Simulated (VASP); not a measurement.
# InSe (P6_3/mmc) in VASP: phonons with PBE+D3(BJ)

Aim: the phonons of InSe with PBE+D3(BJ).

Everything below comes from runs of VASP 6.6.1. Logs are shortened: lines on timing, memory, paths and dates and some standing lists are left out, and cuts for length are marked.

## 1. The crystal as given

It takes space group P6_3/mmc (No. 194, hexagonal). Conventional cell: a = 4.050 Å, b = 4.050 Å, c = 16.930 Å, α = 90.00°, β = 90.00°, γ = 120.00°. In (site symmetry 3m) has 3 Se at 2.52 Å as nearest neighbours. Se (site symmetry 3m) has 3 In at 2.52 Å as nearest neighbours.

## 2. Phonons, PBE+D3(BJ)

POSCAR

```
InSe
1.0
    4.0500000000      0.0000000000      0.0000000000
   -2.0250000000      3.5074028900      0.0000000000
    0.0000000000      0.0000000000     16.9300000000
In Se
4 4
Direct
    0.3333333300      0.6666666700      0.1570000000
    0.6666666700      0.3333333300      0.6570000000
    0.3333333300      0.6666666700      0.3430000000
    0.6666666700      0.3333333300      0.8430000000
    0.3333333300      0.6666666700      0.6020000000
    0.6666666700      0.3333333300      0.1020000000
    0.3333333300      0.6666666700      0.8980000000
    0.6666666700      0.3333333300      0.3980000000
```

INCAR.step1

```
PREC = Accurate
ENCUT = 600
EDIFF = 1E-8
ISMEAR = 0
SIGMA = 0.02
LREAL = False
LASPH = True
NELM = 60
ALGO = Fast
ISIF = 3
LWAVE = False
LCHARG = False
GGA = PE
IVDW = 12
IBRION = 2
NSW = 40
EDIFFG = -0.002
```

INCAR.step2

```
PREC = Accurate
ENCUT = 600
EDIFF = 1E-8
ISMEAR = 0
SIGMA = 0.02
LREAL = False
LASPH = True
NELM = 60
ALGO = Fast
ISIF = 2
LWAVE = False
LCHARG = False
GGA = PE
IVDW = 12
IBRION = 6
NFREE = 2
POTIM = 0.015
NSW = 1
```

KPOINTS

```
regular mesh
0
Gamma
  7 7 2
```

Potentials or basis: VASP PAW PBE potentials, release 64 (In_d, Se).

Started as:

```bash
$ cat potpaw_PBE.64/In_d/POTCAR potpaw_PBE.64/Se/POTCAR > POTCAR
$ cp INCAR.step1 INCAR
$ mpirun -np 1 vasp_std > vasp.out
$ cp CONTCAR POSCAR
$ cp INCAR.step2 INCAR
$ mpirun -np 1 vasp_std > vasp.out
```

OUTCAR:

```text
PREC = Accurate
   ENCUT = 600
   EDIFF = 1E-8
   ISMEAR = 0
   LREAL = False
   LASPH = True
   NELM = 60
   ISIF = 2
   GGA = PE
   IVDW = 12
   IBRION = 6
   NFREE = 2
   POTIM = 0.015
   NSW = 1
 IVDW          = 12

 ion  position               nearest neighbor table
   1  0.333  0.667  0.167-   6 2.66   6 2.66   6 2.66   3 2.79
   2  0.667  0.333  0.667-   5 2.66   5 2.66   5 2.66   4 2.79
   3  0.333  0.667  0.333-   8 2.66   8 2.66   8 2.66   1 2.79
   4  0.667  0.333  0.833-   7 2.66   7 2.66   7 2.66   2 2.79
   5  0.333  0.667  0.590-   2 2.66   2 2.66   2 2.66
   6  0.667  0.333  0.090-   1 2.66   1 2.66   1 2.66
   7  0.333  0.667  0.910-   4 2.66   4 2.66   4 2.66
   8  0.667  0.333  0.410-   3 2.66   3 2.66   3 2.66

  LATTYP: Found a hexagonal cell.
 ALAT       =     4.0335564839
 C/A-ratio  =     4.1576007429

  Lattice vectors:

 A1 = (   4.0335564839,   0.0000000000,   0.0000000000)
 A2 = (  -2.0167782420,   3.4931623872,   0.0000000000)
 A3 = (   0.0000000000,   0.0000000000,  16.7699174341)

Analysis of symmetry for initial positions (statically):
=====================================================================
 Subroutine PRICEL returns:
 Original cell was already a primitive cell.

 Routine SETGRP: Setting up the symmetry group for a
 hexagonal supercell.

 Subroutine GETGRP returns: Found 24 space group operations
 (whereof 12 operations were pure point group operations)
 out of a pool of 24 trial point group operations.

The static configuration has the point symmetry D_3d.
 The point group associated with its full space group is D_6h.

Analysis of symmetry for dynamics (positions and initial velocities):
=====================================================================
 Subroutine PRICEL returns:
 Original cell was already a primitive cell.

 Routine SETGRP: Setting up the symmetry group for a
 hexagonal supercell.

 Subroutine GETGRP returns: Found 24 space group operations
 (whereof 12 operations were pure point group operations)
 out of a pool of 24 trial point group operations.

The dynamic configuration has the point symmetry D_3d.
 The point group associated with its full space group is D_6h.

 Subroutine INISYM returns: Found 24 space group operations
 (whereof 12 operations are pure point group operations),
 and found     1 'primitive' translations

----------------------------------------------------------------------------------------

                                     Primitive cell

  volume of cell :     236.2859

  direct lattice vectors                    reciprocal lattice vectors
     4.033556484  0.000000000  0.000000000     0.247920168  0.143136775  0.000000000
    -2.016778242  3.493162387  0.000000000     0.000000000  0.286273551  0.000000000
     0.000000000  0.000000000 16.769917434     0.000000000  0.000000000  0.059630586

  length of vectors
     4.033556484  4.033556488 16.769917434     0.286273551  0.286273551  0.059630586

  position of ions in fractional coordinates (direct lattice)
     0.333333330  0.666666670  0.166703460
     0.666666670  0.333333330  0.666703460
     0.333333330  0.666666670  0.333296540
     0.666666670  0.333333330  0.833296540
     0.333333330  0.666666670  0.589884537
     0.666666670  0.333333330  0.089884537
     0.333333330  0.666666670  0.910115463
     0.666666670  0.333333330  0.410115463

  ion indices of the primitive-cell ions
   primitive index   ion index
                 1           1
                 2           2
                 3           3
                 4           4
                 5           5
                 6           6
[... 47 lines left out ...]
   k-points           NKPTS =     16   k-points in BZ     NKDIM =     16   number of bands    NBANDS=     45
   number of dos      NEDOS =    301   number of ions     NIONS =      8
   total plane-waves  NPLWV = 143360
   dimension x,y,z NGX =    32 NGY =   32 NGZ =  140
   dimension x,y,z NGXF=    64 NGYF=   64 NGZF=  280
   ions per type =               4   4
   NGX,Y,Z   is equivalent  to a cutoff of  13.19, 13.19, 13.88 a.u.
   NGXF,Y,Z  is equivalent  to a cutoff of  26.38, 26.38, 27.76 a.u.
 SYSTEM =  unknown system
   PREC   = accura    normal or accurate (medium, high low for compatibility)
   ISTART =      0    job   : 0-new  1-cont  2-samecut
   ICHARG =      2    charge: 1-file 2-atom 10-const
   ISPIN  =      1    spin polarized calculation?
   LNONCOLLINEAR =      F non collinear calculations
   LSORBIT =      F    spin-orbit coupling
   LASPH  =      T    aspherical Exc in radial PAW
   ENCUT  =  600.0 eV  44.10 Ry    6.64 a.u.   8.06  8.06 33.49*2*pi/ulx,y,z
   NELM   =     60;   NELMIN=  2; NELMDL=  0     # of ELM steps
   EDIFF  = 0.1E-07   stopping-criterion for ELM
   LREAL  =      F    real-space projection
   EDIFFG = 0.1E-06   stopping-criterion for IOM
   NSW    =    133    number of steps for IOM
   IBRION =      6    ionic relax: 0-MD 1-quasi-New 2-CG
   NFREE  =      2    steps in history (QN), initial steepest desc. (CG)
   ISIF   =      2    stress and relaxation
   ISYM   =      2    0-nonsym 1-usesym 2-fastsym
   POTIM  = 0.0150    time-step for ionic-motion
   TEBEG  =    0.0;   TEEND  =   0.0 temperature during run
   PSTRESS=    0.0 pullay stress
   NELECT =      76.0000    total number of electrons
   NUPDOWN=      -1.0000    fix difference up-down
   EMIN   =  10.00;   EMAX   =-10.00  energy-range for DOS
   EFERMI =   0.00;   METHOD = LEGACY
   ISMEAR =     0;   SIGMA  =   0.02  broadening in eV -4-tet -1-fermi 0-gaus
   EFERMI_NEDOS =   21; number of points for ismear=-14 and -15
   IALGO  =     68    algorithm
   IMIX   =      4    mixing-type and parameters
     AMIX     =   0.40;   BMIX     =  1.00
     AMIX_MAG =   1.60;   BMIX_MAG =  1.00
  volume/ion in A,a.u.               =      29.54       199.32
  Fermi-wavevector in a.u.,A,eV,Ry     =   1.121674  2.119657 17.118212  1.258153
  Thomas-Fermi vector in A             =   2.258329
   LORBIT       =      0    0 simple, 1 ext, 2 COOP (PROOUT), +10 PAW based schemes
   GGA     = PE    functional components
   LHFCALC =     F    Hartree Fock is set to
   AEXX    =    0.0000 exact exchange contribution
   IVDW    =    12    specifies the selected vdW correction
   LEPSILON=     F    determine dielectric tensor
   LRPA    =     F    only Hartree local field effects (RPA)
 finite differences with symmetry
 non-spin polarized calculation
 RMM-DIIS sequential band-by-band and
 Gauss-broadening in eV      SIGMA  =   0.02
  energy-cutoff  :      600.00
  volume of cell :      236.29
 maximum number of plane-waves:      7924
   NGX = 17   NGY = 17   NGZ = 67

--------------------------------------- Ionic step        1  -------------------------------------------

 number of electron      76.0000011 magnetization

 Free energy of the ion-electron system (eV)
  ---------------------------------------------------
  ext. energy  EPLUGINS =         0.00000000
  ---------------------------------------------------
  free energy    TOTEN  =       -28.32056970 eV

  energy without entropy =      -28.32056970  energy(sigma->0) =      -28.32056970

------------------------ aborting loop because EDIFF is reached ----------------------------------------

 Edisp (eV)   -2.37108

 E8    (eV) :    -1.0864
[... 359 lines left out ...]
--------------------------------------- Ionic step        9  -------------------------------------------

 number of electron      76.0000011 magnetization

 Free energy of the ion-electron system (eV)
  ---------------------------------------------------
  ext. energy  EPLUGINS =         0.00000000
  ---------------------------------------------------
  free energy    TOTEN  =       -28.31957866 eV

  energy without entropy =      -28.31957866  energy(sigma->0) =      -28.31957866

 E-fermi :   4.0899     XC(G=0):  -8.8703

 val. band max:        3.9945069572   @ k =   0.0000   0.0000   0.0000
 cond. band min:       4.3531567985   @ k =   0.0000   0.0000   0.0000
 fundamental gap:      0.3586498414
 Fermi energy:         4.0899000657

 k-point     1 :       0.0000    0.0000    0.0000
  band No.  band energies     occupation
      1     -10.7841      2.00000
      2     -10.7830      2.00000
      3     -10.6000      2.00000
      4     -10.6000      2.00000
      5     -10.5980      2.00000
      6     -10.5980      2.00000
[... 796 lines left out ...]
  FREE ENERGIE OF THE ION-ELECTRON SYSTEM (eV)
  ---------------------------------------------------
  free  energy   TOTEN  =       -30.6909008203 eV

  energy  without entropy=      -30.6909008203  energy(sigma->0) =      -30.69090082

 INTERNAL STRAIN TENSORS FROM DISPLACED ATOMS
 ============================================

 INTERNAL STRAIN TENSOR FOR ION    1 for displacements in x,y,z  (eV/Angst):
          X           Y           Z          XY          YZ          ZX
  --------------------------------------------------------------------------------
  x     0.00000     0.00000     0.00000    -4.38269     0.00000    -5.39843
  y    -4.38269     4.38269     0.00000     0.00000    -5.39844     0.00000
  z    -7.80521    -7.80521     5.68160     0.00000     0.00000     0.00000

 INTERNAL STRAIN TENSOR FOR ION    8 for displacements in x,y,z  (eV/Angst):
          X           Y           Z          XY          YZ          ZX
  --------------------------------------------------------------------------------
  x     0.00000     0.00000     0.00000     4.66327     0.00000    -7.04425
  y     4.66327    -4.66327     0.00000    -0.00000    -7.04427     0.00000
  z    -6.95754    -6.95754    -7.22771     0.00000     0.00000     0.00000

 Eigenvectors and eigenvalues of the dynamical matrix
 ----------------------------------------------------

   1 f  =    6.692985 THz    42.053267 2PiTHz  223.253961 cm-1    27.679951 meV
             X         Y         Z           dx          dy          dz
     -0.000000  2.328775  2.795603    -0.000000    0.000000    0.420279
      2.016778  1.164387 11.180562     0.000000    0.000000   -0.420279
     -0.000000  2.328775  5.589355    -0.000000    0.000000   -0.420279
      2.016778  1.164387 13.974314     0.000000   -0.000000    0.420279
     -0.000000  2.328775  9.892315    -0.000000    0.000000    0.270860
      2.016778  1.164387  1.507356     0.000000   -0.000000   -0.270860
     -0.000000  2.328775 15.262561    -0.000000   -0.000000   -0.270860
      2.016778  1.164387  6.877602     0.000000   -0.000000    0.270860
[... 243 lines left out ...]
  24 f/i=    0.001629 THz     0.010232 2PiTHz    0.054322 cm-1     0.006735 meV
             X         Y         Z           dx          dy          dz
     -0.000000  2.328775  2.795603    -0.018045   -0.384354    0.000000
      2.016778  1.164387 11.180562    -0.018045   -0.384354    0.000000
     -0.000000  2.328775  5.589355    -0.018045   -0.384354    0.000000
      2.016778  1.164387 13.974314    -0.018045   -0.384354    0.000000
     -0.000000  2.328775  9.892315    -0.014974   -0.318939    0.000000
      2.016778  1.164387  1.507356    -0.014974   -0.318939    0.000000
     -0.000000  2.328775 15.262561    -0.014974   -0.318939    0.000000
      2.016778  1.164387  6.877602    -0.014974   -0.318939    0.000000

 ELASTIC MODULI CONTR FROM IONIC RELAXATION (kBar)
 Direction    XX          YY          ZZ          XY          YZ          ZX
 --------------------------------------------------------------------------------
 XX        -313.6620    -79.9187   -143.5187      0.0000      0.0000      0.0000
 YY         -79.9187   -313.6620   -143.5187      0.0000     -0.0000      0.0000
 ZZ        -143.5187   -143.5187   -558.6988      0.0000      0.0000      0.0000
 XY           0.0000      0.0000      0.0000   -116.8716     -0.0000     -0.0000
 YZ           0.0000      0.0000      0.0000     -0.0000   -268.8721      0.0000
 ZX           0.0000      0.0000      0.0000     -0.0000      0.0000   -268.8710
 --------------------------------------------------------------------------------
```

Wall time 1.8 h (1 thread of Intel Xeon 6975P-C (Granite Rapids), shared host); peak memory 0.91 GiB.

What came out:

| Item | Value |
| --- | --- |
| Relaxed volume | 29.54 Å³/atom |
| Relaxed cell | a = 4.034 Å, b = 4.034 Å, c = 16.770 Å, α = 90.00°, β = 90.00°, γ = 120.00° |
| Space group after relaxing (to 0.05 Å) | P6_3/mmc (No. 194) |
| Highest phonon frequency at Γ, LO-TO splitting left out | 223 cm⁻¹ |
| Dispersion energy per atom | -0.296 eV |

Step by step:
```tsv
step	energy change (eV)	largest force (eV/Å)	pressure (GPa)	volume (Å³)
1	0.0000	2.8984	5.96	240.49
2	-1.1002	0.2690	-4.42	281.02
3	-1.3901	0.8246	-2.17	266.73
4	-1.6644	0.3198	-1.18	254.29
5	-1.7177	0.2774	-0.30	246.59
6	-1.8235	0.3161	0.46	240.49
7	-1.8453	0.3400	1.14	235.94
8	-1.8611	0.1412	-0.63	240.70
9	-1.8738	0.0482	0.04	238.81
10	-1.8738	0.0539	0.06	238.75
11	-1.8752	0.0442	-0.01	238.96
12	-1.8752	0.0547	-0.02	239.00
13	-1.8761	0.0417	-0.03	238.90
14	-1.8776	0.0512	-0.05	238.68
15	-1.8780	0.0808	-0.06	238.23
16	-1.8782	0.0613	-0.05	238.42
17	-1.8790	0.0478	-0.06	238.12
18	-1.8802	0.0185	-0.09	237.22
19	-1.8807	0.0171	0.03	236.39
20	-1.8807	0.0183	0.07	236.29
21	-1.8807	0.0176	0.03	236.34
22	-1.8807	0.0180	0.05	236.32
23	-1.8808	0.0064	-0.01	236.34
24	-1.8808	0.0066	-0.01	236.34
25	-1.8808	0.0005	0.00	236.29
```

Final structure:
```
CELL_PARAMETERS angstrom
4.03356 0.00000 0.00000
-2.01678 3.49316 0.00000
0.00000 0.00000 16.76992
ATOMIC_POSITIONS crystal
In 0.33333 0.66667 0.16670
In 0.66667 0.33333 0.66670
In 0.33333 0.66667 0.33330
In 0.66667 0.33333 0.83330
Se 0.33333 0.66667 0.58988
Se 0.66667 0.33333 0.08988
Se 0.33333 0.66667 0.91012
Se 0.66667 0.33333 0.41012
```

Phonon frequencies in cm⁻¹ (negative: imaginary):
| q point | frequencies |
| --- | --- |
| (0.000, 0.000, 0.000) | 0 0 0 18 18 35 35 36 38 38 104 112 166 166 167 167 170 170 171 171 186 195 223 223 |
